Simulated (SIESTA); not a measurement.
# Pd: equation of state with PBEsol

Crystal: Pd.

```xyz
1
Lattice="0.0000 1.9465 1.9465 1.9465 0.0000 1.9465 1.9465 1.9465 0.0000" Properties=species:S:1:pos:R:3 pbc="T T T"
Pd    0.0000    0.0000    0.0000
```

- Program: SIESTA 5.4.2
- Task: equation of state
- Functional: PBEsol
- Potentials or basis: PseudoDojo 0.4 standard (PBEsol files)
- Basis: DZP (energy shift 0.003 Ry; two zetas on semicore shells)
- Grid cutoff: 800 Ry
- Energy shift: 0.003 Ry
- k mesh: 12 × 12 × 12
- Occupations: fermi-dirac, width 0.05 eV
- Spin: no spin polarisation

The equilibrium volume is 14.57 Å³/atom and the bulk modulus is 197 GPa. The pressure derivative of the bulk modulus is 6.2 (rough: it moves with the points fitted).

Energy against volume, from the lowest point:
| volume (Å³/atom) | energy (meV/atom) |
| --- | --- |
| 13.865 | 23.22 |
| 14.160 | 7.40 |
| 14.455 | 0.00 |
| 14.750 | 0.70 |
| 15.045 | 8.34 |
| 15.340 | 21.46 |
| 15.635 | 39.60 |

All runs of the series together: 3.8 min on 1 thread of Arm Neoverse V2 (shared host).

Caveat: the basis of atomic orbitals isn't converged, which shifts pressures, moduli and gaps.
